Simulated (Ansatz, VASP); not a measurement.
## TaN in VASP and in Ansatz

File INCAR:

```
SYSTEM = TaN
ALGO = Normal
EDIFF = 1E-6
ENCUT = 520
GGA = PE
ISIF = 2
ISMEAR = -1
LASPH = .TRUE.
LCHARG = .TRUE.
LELF = .TRUE.
LREAL = .FALSE.
LVHAR = .TRUE.
LWAVE = .FALSE.
NBANDS = 15
NELM = 80
PREC = Accurate
SIGMA = 0.02
```

KPOINTS

```
k-points
0
G
  12 12 10
  0 0 0
```

File POSCAR:

```
TaN
1.0
    2.9379988584      0.0000000000      0.0000000000
   -1.4689994292      2.5443816477      0.0000000000
    0.0000000000      0.0000000000      2.8830000000
Ta N
1 1
Direct
    0.3333333333      0.6666666667      0.5000000000
    0.0000000000      0.0000000000      0.0000000000
```

Input for Ansatz:

```yaml
crystal:
  lattice:
    - [2.9379988584, 0.0, 0.0]
    - [-1.4689994292, 2.5443816477, 0.0]
    - [0.0, 0.0, 2.883]
  atoms:
    - { symbol: Ta, position: [0.3333333333, 0.6666666667, 0.5] }
    - { symbol: "N", position: [0.0, 0.0, 0.0] }
kpoints:
  mp_grid: { grid: [12, 12, 10] }
  band_path:
    path:
      - [0.0, 0.0, 0.0]
      - [0.5, 0.0, 0.0]
      - [0.3333333333, 0.3333333333, 0.0]
      - [0.0, 0.0, 0.0]
      - [0.0, 0.0, 0.5]
      - [0.5, 0.0, 0.5]
      - [0.3333333333, 0.3333333333, 0.5]
      - [0.0, 0.0, 0.5]
      - [0.5, 0.0, 0.5]
    npoints: 14
scf:
  occupations: { method: fermi_dirac, width: 0.02 }
hamiltonian:
  xc: pbe
  pseudopotentials: { kind: all_electron, lapw: { basis_error: 0.0005 } }
output:
  forces: true
  stress: true
  eigenvalues: true
  populations: true
  dos: { projected: true, de: 0.2, e_range: [-14, 8] }
```

Alike in both runs: task single point; functional PBE; k mesh 12 × 12 × 10; occupations fermi-dirac, width 0.02 eV; no spin polarisation.

```csv
,VASP,Ansatz
version,VASP 6.6.1,Ansatz 0.2.0
potentials or method,"VASP PAW PBE potentials, release 64 (Ta_pv, N)","all-electron LAPW, scalar-relativistic"
plane-wave cutoff (eV),520,see its input
```

|  | VASP | Ansatz | Ansatz less VASP |
| --- | --- | --- | --- |
| pressure (GPa) | 5.4 | 4.8 | -0.54 |
| largest component of the traceless stress (GPa) | 0.83 | 0.73 | -0.108 |

Ansatz ran all-electron here, so the differences hold the error of VASP's frozen core and of both bases.

The runs have no spin-orbit coupling, so splittings on Ta are missing.
